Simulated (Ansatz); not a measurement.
# Nickel, simple cubic under revPBE: structure, energy and stiffness

The plan for nickel in the simple cubic structure: relax it, solve it on a dense k-mesh, then scale the cell to 7 volumes from 88 to 112 % of the relaxed one and try a fit of the equation of state. The start is ferromagnetic. The k-meshes are 14×14×14 for the relaxation; 22×22×22 for the dense run; 15×15×15 for the volumes.

This is Ni in the simple cubic structure; at room conditions it is fcc.

Method: DFT revPBE, plane waves (420 eV) with PAW, scalar-relativistic; PAW files made under PBE, frozen cores solved again for the functional, in Ansatz 0.2.0.

**1. The starting structure**

Symmetry: Pm-3m, No. 221, cubic system. Conventional cell: a = 2.278 Å, b = 2.278 Å, c = 2.278 Å, α = 90.00°, β = 90.00°, γ = 90.00°. Ni (site symmetry m-3m) has 6 Ni at 2.28 Å as nearest neighbours.

Coordinates:

```cif
data_structure
_symmetry_space_group_name_H-M 'Pm-3m'
_symmetry_Int_Tables_number 221
_cell_length_a 2.2776
_cell_length_b 2.2776
_cell_length_c 2.2776
_cell_angle_alpha 90.000
_cell_angle_beta 90.000
_cell_angle_gamma 90.000
_cell_volume 11.81
loop_
_atom_site_label
_atom_site_type_symbol
_atom_site_symmetry_multiplicity
_atom_site_Wyckoff_symbol
_atom_site_fract_x
_atom_site_fract_y
_atom_site_fract_z
_atom_site_occupancy
Ni1 Ni 1 a 0.00000 0.00000 0.00000 1
```

The atoms start with moments of +0.8 μB.

**2. Geometry optimisation**

input.yaml

```yaml
crystal:
  lattice:
    - [2.2775907947, 0.0, 0.0]
    - [0.0, 2.2775907947, 0.0]
    - [0.0, 0.0, 2.2775907947]
  atoms:
    - { symbol: Ni, position: [0.0, 0.0, 0.0], spin: 0.8 }
hamiltonian:
  xc: revpbe
  pseudopotentials:
    kind: paw
    azcp:
      Ni: "pseudopotentials/Ni.paw.azcp"
basis:
  ecutwfc: 420
  fft_grid_basis: typed
kpoints:
  mp_grid: { grid: [14, 14, 14], shift: [0, 0, 0] }
magnetization:
  spin_polarized: true
scf:
  occupations: { method: fermi_dirac, width: 0.05 }
relax:
  max_steps: 60
  f_tol: 0.01
  cell: {}
output:
  write_density: true
  write_potential: true
  elf: true
  volumetric_format: npy
```

Log:

```text
Warning: RAYON_NUM_THREADS=2 ignored (pool sized by the plan → 2); use --threads N
Engine: ansatz 0.2.0, aarch64-unknown-linux-gnu
Pseudopotentials: kind: paw
Pseudopotential: Ni, paw, valence charge 18, recommended cutoff 420 eV (normal), <dir>
Functional definition: revPBE
  parameter kappa = 1.245
  parameter beta = 0.06672455060314922
  exchange = pbe_x(kappa = kappa, mu = beta*pi^2/3)
  correlation = pbe_c(beta = beta)
Crystal: 1 atoms, lattice volume = 11.815 Å³
Basis set: ecut = 420 eV, 251 PW (Γ), exchange–correlation on 32×32×32 points (8 copies of the dense FFT grid, shifted against one another)
Bands: 14, of which v1, the nominal top of the filled ones, is band 9 counted from 1 (8 counted from 0)
Symmetry: 48 space group operations
Space group: Pm-3m (ITA 221), of the structure as read, at distance tolerance 2.3e-5 Å
Magnetic group: BNS 221.92 (UNI 1594), of the structure as read, at distance tolerance 2.3e-5 Å
k-points: 120 of 2744
Non-local potential: Ni, projectors of the file, l = 0: 3, l = 1: 2, l = 2: 3, l = 3: 1
PAW form: soft (Blöchl's): semilocal exchange-correlation on the pseudo side does not see the compensation charge
PAW frozen core: Ni, regenerated for the run's functional, and the local potential with it (the file was generated under x = pbe(κ = 0.804, μ = 0.2195149727645171), c = pbe(β = 0.06672455060314922))
PAW one-centre angular grid: Ni, 590 points (default); XC on 64 Gauss nodes
Initial density: superposition of atomic densities (chi_scale 0.1, normalization cell)
Starting moments: Σ|m| = 0.8 μB on 1 of 1 site
Initial wavefunctions: pseudopotential atomic-orbital guess
Functional: x = revpbe(κ = 1.245, μ = 0.2195149727645171), c = pbe(β = 0.06672455060314922)
iter 1 solved again at ethr=1.17e-3 eV; its pass at ethr=3.10e-3 eV (dr2=2.10e-1 eV) is discarded
SCF iter   1: F=—  HF=-5841.418667 eV  |F-HF|=—  |Δ(HF+E_count)|=         —  Δρ=4.42e-2 (↑1.88e-2 ↓4.42e-2)  dr2=2.12e-1  dr2_m=3.90e-2  M=0.813 μB ∫|m|=0.830 μB  β_m=0.30  ethr=1.17e-3  ⟨swp⟩=1.0  Hψ=22679  notcnv=0
Mixer restart at iter 1: flushing history
preconditioner: auto → none  [metal: Δε(μ)=0.003 eV  Ē_g=15.597 eV  σ=0.050 eV  W_gap=0.01  n_scr=6 (ndim 8)  ℏωp=34.2 eV  f_vac=0.000  D(μ)=2.06/eV (n_scr^D=32)  sad-step TF]
SCF iter   2: F=—  HF=-5841.569075 eV  |F-HF|=—  |Δ(HF+E_count)|=         —  Δρ=1.86e-2 (↑1.86e-2 ↓1.63e-2)  dr2=5.26e-2  dr2_m=3.17e-3  M=0.716 μB ∫|m|=0.740 μB  β_m=0.30  ethr=1.17e-3  ⟨swp⟩=2.6  Hψ=5409  notcnv=0
Mixer restart at iter 2: flushing history
SCF iter   3: F=—  HF=-5841.956734 eV  |F-HF|=—  |Δ(HF+E_count)|=   3.88e-1  Δρ=1.22e-2 (↑8.56e-3 ↓1.22e-2)  dr2=1.54e-2  dr2_m=3.67e-3  M=0.691 μB ∫|m|=0.716 μB  β_m=0.49  ethr=2.92e-4  ⟨swp⟩=2.6  Hψ=6716  notcnv=0
SCF iter   4: F=—  HF=-5842.416629 eV  |F-HF|=—  |Δ(HF+E_count)|=   4.60e-1  Δρ=2.95e-2 (↑5.46e-3 ↓2.95e-2)  dr2=6.90e-2  dr2_m=2.29e-2  M=0.596 μB ∫|m|=0.623 μB  β_m=0.74  ethr=8.56e-5  ⟨swp⟩=2.3  Hψ=6337  notcnv=0  defer=25  recentre
SCF iter   5: F=—  HF=-5842.472715 eV  |F-HF|=—  |Δ(HF+E_count)|=   5.61e-2  Δρ=4.31e-2 (↑8.39e-3 ↓4.31e-2)  dr2=1.64e-1  dr2_m=4.16e-2  M=0.559 μB ∫|m|=0.590 μB  β_m=0.55  ethr=8.56e-5  ⟨swp⟩=2.1  Hψ=4924  notcnv=0  defer=46
SCF iter   6: F=—  HF=-5842.496865 eV  |F-HF|=—  |Δ(HF+E_count)|=   2.41e-2  Δρ=1.23e-2 (↑8.25e-3 ↓1.23e-2)  dr2=1.70e-3  dr2_m=1.10e-2  M=0.568 μB ∫|m|=0.593 μB  β_m=0.52  ethr=8.56e-5  ⟨swp⟩=2.6  Hψ=6765  notcnv=0  defer=75
SCF iter   7: F=—  HF=-5842.545364 eV  |F-HF|=—  |Δ(HF+E_count)|=   4.85e-2  Δρ=1.30e-2 (↑4.35e-3 ↓1.30e-2)  dr2=6.20e-3  dr2_m=7.46e-3  M=0.522 μB ∫|m|=0.549 μB  β_m=0.53  ethr=9.43e-6  ⟨swp⟩=2.1  Hψ=5729  notcnv=0  defer=81
SCF iter   8: F=—  HF=-5842.561867 eV  |F-HF|=—  |Δ(HF+E_count)|=   1.65e-2  Δρ=2.08e-3 (↑2.08e-3 ↓6.51e-4)  dr2=1.90e-4  dr2_m=1.82e-4  M=0.498 μB ∫|m|=0.528 μB  β_m=0.74  ethr=9.43e-6  ⟨swp⟩=2.1  Hψ=6647  notcnv=0  defer=95
SCF iter   9: F=—  HF=-5842.562095 eV  |F-HF|=—  |Δ(HF+E_count)|=   2.29e-4  Δρ=4.25e-4 (↑2.03e-4 ↓4.25e-4)  dr2=2.73e-5  dr2_m=1.43e-6  M=0.492 μB ∫|m|=0.523 μB  β_m=0.87  ethr=1.05e-6  ⟨swp⟩=1.0  Hψ=3921  notcnv=0  defer=95
SCF iter  10: F=—  HF=-5842.562107 eV  |F-HF|=—  |Δ(HF+E_count)|=   1.13e-5  Δρ=9.08e-5 (↑5.07e-5 ↓9.08e-5)  dr2=1.42e-6  dr2_m=4.77e-8  M=0.491 μB ∫|m|=0.523 μB  β_m=0.94  ethr=1.52e-7  ⟨swp⟩=2.3  Hψ=4195  notcnv=0  defer=95
SCF iter  11: F=—  HF=-5842.562107 eV  |F-HF|=—  |Δ(HF+E_count)|=   5.90e-7  Δρ=5.52e-6 (↑4.55e-6 ↓5.52e-6)  dr2=7.30e-9  dr2_m=7.17e-11  M=0.491 μB ∫|m|=0.523 μB  β_m=0.97  ethr=7.91e-9  ⟨swp⟩=2.2  Hψ=4348  notcnv=0  defer=95
SCF iter  12: F=-5842.562107 eV  HF=-5842.562107 eV  |F-HF|=0.00e0  |Δ(HF+E_count)|=   3.02e-9  Δρ=9.25e-7 (↑5.56e-7 ↓9.25e-7)  dr2=2.81e-11  dr2_m=5.53e-11  M=0.491 μB ∫|m|=0.523 μB  ethr=4.06e-11  ⟨swp⟩=5.0  Hψ=17065  notcnv=0
SCF 1 converged in 12 iterations: F = -5842.562107 eV  dr2 = 2.81e-11
relax step   1: F+E_penalty+E_count = -5842.56210734 eV  Δ(F+E_penalty+E_count) = +0.000e0 eV  max|allowed force component| = 0.000e0 eV/Å  Δτ_max = 0.0000 Å  P = +14.716 GPa  Ω = 11.815 Å³  (12 SCF iters, dr2 threshold 1.00e-7 eV, accepted)
Crystal: 1 atoms, lattice volume = 12.299 Å³
Initial density: handed on by an earlier stage of this run
Starting moments: Σ|m| = 0.8 μB on 1 of 1 site; this step starts from the density that it was given
Initial wavefunctions: those handed on with the density
iter 1 solved again at ethr=3.14e-5 eV; its pass at ethr=3.10e-3 eV (dr2=5.65e-3 eV) is discarded
SCF iter   1: F=—  HF=-5842.594448 eV  |F-HF|=—  |Δ(HF+E_count)|=         —  Δρ=5.04e-3 (↑5.04e-3 ↓4.08e-3)  dr2=5.84e-3  dr2_m=8.05e-5  M=0.488 μB ∫|m|=0.525 μB  β_m=0.30  ethr=3.14e-5  ⟨swp⟩=1.2  Hψ=21965  notcnv=0
preconditioner: auto → none  [metal: Δε(μ)=0.029 eV  Ē_g=15.891 eV  σ=0.050 eV  W_gap=0.14  n_scr=6 (ndim 8)  ℏωp=33.5 eV  f_vac=0.000  D(μ)=1.79/eV (n_scr^D=26)]
SCF iter   2: F=—  HF=-5842.592524 eV  |F-HF|=—  |Δ(HF+E_count)|=   1.92e-3  Δρ=1.71e-3 (↑9.64e-4 ↓1.71e-3)  dr2=2.45e-4  dr2_m=7.69e-5  M=0.491 μB ∫|m|=0.528 μB  β_m=0.28  ethr=3.14e-5  ⟨swp⟩=2.0  Hψ=5496  notcnv=0
SCF iter   3: F=—  HF=-5842.592878 eV  |F-HF|=—  |Δ(HF+E_count)|=   3.54e-4  Δρ=9.03e-4 (↑8.78e-4 ↓9.03e-4)  dr2=1.56e-5  dr2_m=7.71e-5  M=0.493 μB ∫|m|=0.529 μB  β_m=0.57  ethr=1.36e-6  ⟨swp⟩=2.3  Hψ=5214  notcnv=0
SCF iter   4: F=—  HF=-5842.594088 eV  |F-HF|=—  |Δ(HF+E_count)|=   1.21e-3  Δρ=1.45e-3 (↑3.57e-4 ↓1.45e-3)  dr2=1.23e-4  dr2_m=8.41e-5  M=0.499 μB ∫|m|=0.535 μB  β_m=0.14  ethr=8.65e-8  ⟨swp⟩=2.0  Hψ=5603  notcnv=0
SCF iter   5: F=—  HF=-5842.594575 eV  |F-HF|=—  |Δ(HF+E_count)|=   4.87e-4  Δρ=5.61e-4 (↑5.61e-4 ↓4.10e-4)  dr2=2.43e-6  dr2_m=2.58e-5  M=0.503 μB ∫|m|=0.539 μB  β_m=0.43  ethr=8.65e-8  ⟨swp⟩=2.0  Hψ=5609  notcnv=0
SCF iter   6: F=—  HF=-5842.594773 eV  |F-HF|=—  |Δ(HF+E_count)|=   1.98e-4  Δρ=1.88e-4 (↑1.88e-4 ↓8.35e-5)  dr2=3.38e-6  dr2_m=1.29e-6  M=0.510 μB ∫|m|=0.545 μB  β_m=0.71  ethr=1.35e-8  ⟨swp⟩=3.1  Hψ=6441  notcnv=0
SCF iter   7: F=—  HF=-5842.594777 eV  |F-HF|=—  |Δ(HF+E_count)|=   4.25e-6  Δρ=1.47e-4 (↑2.64e-5 ↓1.47e-4)  dr2=1.80e-6  dr2_m=5.92e-7  M=0.510 μB ∫|m|=0.545 μB  β_m=0.81  ethr=1.35e-8  ⟨swp⟩=1.6  Hψ=3904  notcnv=0
SCF iter   8: F=—  HF=-5842.594781 eV  |F-HF|=—  |Δ(HF+E_count)|=   3.76e-6  Δρ=3.72e-6 (↑2.31e-6 ↓3.72e-6)  dr2=2.98e-10  dr2_m=9.33e-10  M=0.509 μB ∫|m|=0.545 μB  β_m=0.90  ethr=1.00e-8  ⟨swp⟩=2.2  Hψ=5208  notcnv=0
SCF iter   9: F=-5842.594781 eV  HF=-5842.594781 eV  |F-HF|=7.89e-10  |Δ(HF+E_count)|=   5.21e-9  Δρ=3.10e-6 (↑6.01e-7 ↓3.10e-6)  dr2=9.09e-10  dr2_m=1.86e-10  M=0.509 μB ∫|m|=0.545 μB  ethr=1.65e-12  ⟨swp⟩=4.3  Hψ=17814  notcnv=0
SCF 2 converged in 9 iterations: F = -5842.594781 eV  dr2 = 9.09e-10
relax step   2: F+E_penalty+E_count = -5842.59478117 eV  Δ(F+E_penalty+E_count) = -3.267e-2 eV  max|allowed force component| = 0.000e0 eV/Å  Δτ_max = 0.0000 Å  P = +7.384 GPa  Ω = 12.299 Å³  energy of the carried Pulay correction = -2.760e-4 eV  (9 SCF iters, dr2 threshold 1.00e-7 eV, accepted)
Crystal: 1 atoms, lattice volume = 12.827 Å³
iter 1 solved again at ethr=3.07e-5 eV; its pass at ethr=3.10e-3 eV (dr2=5.53e-3 eV) is discarded
SCF iter   1: F=—  HF=-5842.608043 eV  |F-HF|=—  |Δ(HF+E_count)|=         —  Δρ=5.95e-3 (↑5.95e-3 ↓3.13e-3)  dr2=5.89e-3  dr2_m=3.24e-4  M=0.513 μB ∫|m|=0.555 μB  β_m=0.30  ethr=3.07e-5  ⟨swp⟩=1.5  Hψ=22507  notcnv=0
preconditioner: auto → none  [metal: Δε(μ)=0.023 eV  Ē_g=15.440 eV  σ=0.050 eV  W_gap=0.11  n_scr=6 (ndim 8)  ℏωp=32.8 eV  f_vac=0.000  D(μ)=1.97/eV (n_scr^D=26)]
SCF iter   2: F=—  HF=-5842.606009 eV  |F-HF|=—  |Δ(HF+E_count)|=   2.03e-3  Δρ=2.35e-3 (↑1.08e-3 ↓2.35e-3)  dr2=2.17e-4  dr2_m=2.67e-4  M=0.516 μB ∫|m|=0.558 μB  β_m=0.29  ethr=3.07e-5  ⟨swp⟩=2.1  Hψ=5555  notcnv=0
SCF iter   3: F=—  HF=-5842.606320 eV  |F-HF|=—  |Δ(HF+E_count)|=   3.11e-4  Δρ=1.61e-3 (↑1.61e-3 ↓1.54e-3)  dr2=1.66e-5  dr2_m=2.80e-4  M=0.519 μB ∫|m|=0.560 μB  β_m=0.63  ethr=1.21e-6  ⟨swp⟩=2.1  Hψ=5365  notcnv=0
SCF iter   4: F=—  HF=-5842.607386 eV  |F-HF|=—  |Δ(HF+E_count)|=   1.07e-3  Δρ=1.71e-3 (↑6.21e-4 ↓1.71e-3)  dr2=1.21e-4  dr2_m=1.54e-4  M=0.528 μB ∫|m|=0.569 μB  β_m=0.61  ethr=9.23e-8  ⟨swp⟩=2.0  Hψ=5597  notcnv=0
SCF iter   5: F=—  HF=-5842.607860 eV  |F-HF|=—  |Δ(HF+E_count)|=   4.75e-4  Δρ=8.19e-4 (↑4.79e-4 ↓8.19e-4)  dr2=1.03e-5  dr2_m=4.88e-5  M=0.535 μB ∫|m|=0.575 μB  β_m=0.87  ethr=9.23e-8  ⟨swp⟩=2.1  Hψ=5643  notcnv=0
SCF iter   6: F=—  HF=-5842.607979 eV  |F-HF|=—  |Δ(HF+E_count)|=   1.18e-4  Δρ=3.13e-4 (↑3.13e-4 ↓1.05e-4)  dr2=1.31e-5  dr2_m=1.44e-6  M=0.544 μB ∫|m|=0.585 μB  β_m=0.94  ethr=5.72e-8  ⟨swp⟩=2.6  Hψ=5979  notcnv=0
SCF iter   7: F=—  HF=-5842.607975 eV  |F-HF|=—  |Δ(HF+E_count)|=   3.94e-6  Δρ=3.97e-4 (↑6.29e-5 ↓3.97e-4)  dr2=1.39e-5  dr2_m=4.33e-6  M=0.545 μB ∫|m|=0.586 μB  β_m=0.90  ethr=5.72e-8  ⟨swp⟩=1.1  Hψ=3506  notcnv=0
SCF iter   8: F=—  HF=-5842.607990 eV  |F-HF|=—  |Δ(HF+E_count)|=   1.52e-5  Δρ=6.34e-5 (↑1.70e-5 ↓6.34e-5)  dr2=4.66e-7  dr2_m=7.88e-8  M=0.543 μB ∫|m|=0.584 μB  β_m=0.95  ethr=5.72e-8  ⟨swp⟩=2.3  Hψ=5138  notcnv=0
SCF iter   9: F=—  HF=-5842.607990 eV  |F-HF|=—  |Δ(HF+E_count)|=   4.31e-7  Δρ=2.16e-5 (↑1.59e-5 ↓2.16e-5)  dr2=3.63e-9  dr2_m=4.04e-8  M=0.543 μB ∫|m|=0.584 μB  β_m=0.93  ethr=2.59e-9  ⟨swp⟩=2.5  Hψ=5115  notcnv=0
SCF iter  10: F=-5842.607990 eV  HF=-5842.607990 eV  |F-HF|=8.00e-9  |Δ(HF+E_count)|=   8.42e-9  Δρ=8.61e-6 (↑2.83e-6 ↓8.61e-6)  dr2=1.01e-8  dr2_m=1.12e-9  M=0.543 μB ∫|m|=0.583 μB  ethr=2.02e-11  ⟨swp⟩=5.0  Hψ=18146  notcnv=0
SCF 3 converged in 10 iterations: F = -5842.607990 eV  dr2 = 1.01e-8
relax step   3: F+E_penalty+E_count = -5842.60799025 eV  Δ(F+E_penalty+E_count) = -1.321e-2 eV  max|allowed force component| = 0.000e0 eV/Å  Δτ_max = 0.0000 Å  P = +1.060 GPa  Ω = 12.827 Å³  energy of the carried Pulay correction = -5.652e-4 eV  (10 SCF iters, dr2 threshold 1.00e-7 eV, accepted)
[... 14 lines left out ...]
relax step   4: F+E_penalty+E_count = -5842.60827412 eV  Δ(F+E_penalty+E_count) = -2.839e-4 eV  max|allowed force component| = 0.000e0 eV/Å  Δτ_max = 0.0000 Å  P = -0.034 GPa  Ω = 12.935 Å³  energy of the carried Pulay correction = -6.226e-4 eV  (9 SCF iters, dr2 threshold 1.00e-7 eV, accepted)
[... 26 lines left out ...]
relax step   5: F+E_penalty+E_count = -5842.60870357 eV  Δ(F+E_penalty+E_count) = -4.295e-4 eV  max|allowed force component| = 0.000e0 eV/Å  Δτ_max = 0.0000 Å  P = -0.058 GPa  Ω = 12.935 Å³  stress off target by 5.85e-2 GPa  SCF on the basis re-selected at this cell (its energy is not comparable with the rows above)  (22 SCF iters)
[... 11 lines left out ...]
relax step   6: F+E_penalty+E_count = -5842.60870755 eV  Δ(F+E_penalty+E_count) = -3.977e-6 eV  max|allowed force component| = 0.000e0 eV/Å  Δτ_max = 0.0000 Å  P = -0.003 GPa  Ω = 12.929 Å³  energy of the carried Pulay correction = +2.884e-6 eV  (6 SCF iters, dr2 threshold 8.55e-9 eV, accepted)
iter 1 solved again at ethr=1.35e-7 eV; its pass at ethr=3.10e-3 eV (dr2=2.42e-5 eV) is discarded
SCF iter   1: F=—  HF=-5842.608708 eV  |F-HF|=—  |Δ(HF+E_count)|=         —  Δρ=2.32e-6 (↑4.37e-7 ↓2.32e-6)  dr2=4.17e-10  dr2_m=1.61e-10  M=0.553 μB ∫|m|=0.595 μB  β_m=0.65  ethr=1.35e-7  ⟨swp⟩=3.1  Hψ=26280  notcnv=0
eigensolver tolerance schedule: the retry pair's looser diagonalisation over-reported the residual by 58011.40 of it (diagonalisation noise at an unbounded share of the residual, at the tolerance the schedule requests for it); recorded, not acted on — ethr = c·dr2/N_el stays at c = 1.0e-1
preconditioner: auto → none  [metal: Δε(μ)=0.009 eV  Ē_g=15.279 eV  σ=0.050 eV  W_gap=0.04  n_scr=0 (ndim 8)  ℏωp=32.7 eV  f_vac=0.000  D(μ)=2.08/eV (n_scr^D=32)]
SCF iter   2: F=—  HF=-5842.608708 eV  |F-HF|=—  |Δ(HF+E_count)|=   5.70e-7  Δρ=3.06e-6 (↑3.06e-6 ↓7.55e-7)  dr2=8.57e-10  dr2_m=1.87e-10  M=0.553 μB ∫|m|=0.595 μB  β_m=0.30  ethr=2.32e-12  ⟨swp⟩=3.2  Hψ=7294  notcnv=0
SCF iter   3: F=—  HF=-5842.608708 eV  |F-HF|=—  |Δ(HF+E_count)|=  4.23e-10  Δρ=1.28e-6 (↑9.60e-7 ↓1.28e-6)  dr2=1.79e-11  dr2_m=1.47e-10  M=0.553 μB ∫|m|=0.595 μB  β_m=0.65  ethr=2.32e-12  ⟨swp⟩=2.5  Hψ=5405  notcnv=0
SCF iter   4: F=—  HF=-5842.608708 eV  |F-HF|=—  |Δ(HF+E_count)|=  3.16e-10  Δρ=1.18e-6 (↑1.18e-6 ↓8.89e-7)  dr2=1.93e-10  dr2_m=9.06e-12  M=0.553 μB ∫|m|=0.595 μB  β_m=0.65  ethr=1.00e-12  ⟨swp⟩=2.1  Hψ=4414  notcnv=0
SCF iter   5: F=—  HF=-5842.608708 eV  |F-HF|=—  |Δ(HF+E_count)|=  7.82e-11  Δρ=3.92e-7 (↑3.92e-7 ↓2.66e-7)  dr2=6.27e-12  dr2_m=5.38e-12  M=0.553 μB ∫|m|=0.595 μB  β_m=0.82  ethr=1.00e-12  ⟨swp⟩=2.1  Hψ=4468  notcnv=0
SCF iter   6: F=—  HF=-5842.608708 eV  |F-HF|=—  |Δ(HF+E_count)|=  1.82e-11  Δρ=4.86e-8 (↑3.10e-8 ↓4.86e-8)  dr2=2.49e-14  dr2_m=1.86e-13  M=0.553 μB ∫|m|=0.595 μB  β_m=0.90  ethr=1.00e-12  ⟨swp⟩=1.0  Hψ=3360  notcnv=0
SCF iter   7: F=-5842.608708 eV  HF=-5842.608708 eV  |F-HF|=9.09e-13  |Δ(HF+E_count)|=  1.82e-12  Δρ=4.02e-8 (↑1.22e-8 ↓4.02e-8)  dr2=2.17e-13  dr2_m=2.79e-14  M=0.553 μB ∫|m|=0.595 μB  ethr=1.00e-12  ⟨swp⟩=3.2  Hψ=12151  notcnv=0
SCF 7 converged in 7 iterations: F = -5842.608708 eV  dr2 = 2.17e-13
relax step   7: F+E_penalty+E_count = -5842.60870755 eV  Δ(F+E_penalty+E_count) = -1.884e-9 eV  max|allowed force component| = 0.000e0 eV/Å  Δτ_max = 0.0000 Å  P = -0.003 GPa  Ω = 12.929 Å³  stress off target by 2.76e-3 GPa  SCF on the basis re-selected at this cell (its energy is not comparable with the rows above)  (7 SCF iters)
basis re-selected at this cell: Δ(F+E_penalty+E_count) = -1.884e-9 eV, ΔP = -0.000 GPa vs the last step (what re-selecting the basis moved, of the pressure what is left beyond the Pulay correction that the steps carried, after the strain that the cell walked since its last selection, with what the two solves' SCF thresholds leave and, on support functions, any second-order correction that the steps lacked; it is no measure of the basis error at this ecutwfc). This SCF's stress stands 2.76e-3 GPa from its target on what of the cell is left free (relax.cell.stress_tol is 5.00e-2 GPa) and its largest allowed force component is 0.00e0 eV/Å (relax.f_tol is 1.00e-2 eV/Å): within both
SCF converged after 7 iterations
Magnetization: 0.5532 μB (9.2766 up, 8.7234 down)
Absolute magnetization: 0.5955 μB (∫|ρ↑−ρ↓|, with the PAW one-centre terms)
Spin contamination: 0.0035 ħ² per cell (⟨S²⟩ above its minimum at these occupations)
Per-site moments (μB) at R_I (Å): [(0.572236790017014, 0.9681611064309655)]
Free energy (F): -5842.608708 eV
Harris-Foulkes:  -5842.608708 eV  (|F-HF|=9.09e-13)
Internal energy: -5842.591417 eV  (E = F + TS)
E sigma→0 (E₀):  -5842.600062 eV
Entropy (-TS):   -0.017291 eV (-17.291 meV/atom)
Fermi energy:    14.652445 eV
--- Per-component energies (eV) ---
  E_band       = -342.541184
  E_kinetic    = 281.734945
  E_local      = -3821.530802  (includes V_loc(G=0)·N_el)
  E_nonlocal   = 639.193062
  E_hartree    = 1598.170815
  E_xc         = -83.583048
  E_vxc        = -107.581348  (∫ρ·V_xc dr)
  E_paw        = -1636.552591  (= ΣΔE_a)
  E_vpaw       = -530.699245  (= ΣTr[D̂ρ^β])
  E_aug_tail   = 0.000537  (compensation charges beyond the density's cutoff)
  E_ewald      = -2819.992853
  E_core_change = -0.031482  (= ΣΔE_core)
  E_smearing   = -0.017291  (= −TS)
  E_closure    = 0.000000  (closes the sum)
  Σ components = -5842.608708   (vs F -5842.608708, Δ=0.00e0)
--- Forces (eV/Å), atoms counted from 1 ---
  atom   1  Ni    -0.00000000    -0.00000000    -0.00000000
  max |Σ_I F_I| component: 6.16e-33 eV/Å
--- Stress (GPa, compression-positive) ---
       -0.002761      -0.000000      -0.000000
       -0.000000      -0.002761      -0.000000
       -0.000000      -0.000000      -0.002761
  P = ⅓ Tr σ = -0.0028 GPa (-0.028 kbar)
--- Band table (eV; the first three rows and the last of 240) ---
  k-point 0 ↑: bands = ["-88.7748", "-48.9960", "-48.9960", "-48.9960", "6.7515", "11.1435", "11.1435", "14.2392", "14.2392", "14.2392", "33.7234", "33.7234", "33.7234", "37.2467"]
  k-point 1 ↑: bands = ["-88.7736", "-49.0068", "-48.9952", "-48.9952", "6.8995", "11.1631", "11.2081", "14.1860", "14.1860", "14.2435", "31.7954", "33.9212", "33.9212", "37.2879"]
  k-point 2 ↑: bands = ["-88.7703", "-49.0369", "-48.9927", "-48.9927", "7.3339", "11.2185", "11.3962", "14.0396", "14.0396", "14.2555", "28.8172", "34.5019", "34.5019", "37.4123"]
  k-point 119 ↓: bands = ["-88.0087", "-48.4880", "-48.4880", "-48.4880", "11.9758", "11.9758", "11.9758", "15.6282", "15.6282", "26.2178", "26.2178", "26.2178", "28.1996", "31.4128"]
--- Relaxed structure (5 steps of the walk, 5 accepted, 2 SCFs on fresh bases) ---
  F+E_penalty+E_count = -5842.60870755 eV   max|allowed force component| = 0.000e0 eV/Å   (the final SCF, on the basis selected at the relaxed cell)
  cell:  # Å, volume = 12.9292 Å³
    - [2.3470572277114323, -8.0347389867405e-34, 2.0864241064195054e-34]
    - [-2.8989258017078696e-34, 2.3470572277114323, 0.0]
    - [7.2222372914521344e-34, 0.0, 2.3470572277114314]
  atoms:
    - { symbol: Ni, position: [0.0, 0.0, 0.0] }
```

Wall time 16 s (2 threads of Arm Neoverse V1, shared host); peak memory 0.29 GiB.

Relaxation path:

| step | energy change (meV/atom) | largest force (eV/Å) | pressure (GPa) | volume (Å³/atom) |
| --- | --- | --- | --- | --- |
| 1 | 0.00 | 0.0000 | 14.72 | 11.815 |
| 2 | -32.67 | 0.0000 | 7.38 | 12.299 |
| 3 | -45.88 | 0.0000 | 1.06 | 12.827 |
| 4 | -46.17 | 0.0000 | -0.03 | 12.935 |
| 5 | -46.60 | 0.0000 | -0.06 | 12.935 |
| 6 | -46.60 | 0.0000 | 0.00 | 12.929 |
| 7 | -46.60 | 0.0000 | 0.00 | 12.929 |

Steps that repeat a cell are solved on a basis chosen anew, so their changes of energy are no gain of the relaxation.

The cell of the run, before and after:

|  | before | after | change |
| --- | --- | --- | --- |
| a (Å) | 2.278 | 2.347 | +3.0 % |
| b (Å) | 2.278 | 2.347 | +3.0 % |
| c (Å) | 2.278 | 2.347 | +3.0 % |
| volume (Å³/atom) | 11.815 | 12.929 | +9.4 % |
| shortest distance (Å) | 2.278 | 2.347 | +3.0 % |
| space group (spins left aside) | Pm-3m | Pm-3m | same |

[end of part 1 of 2]
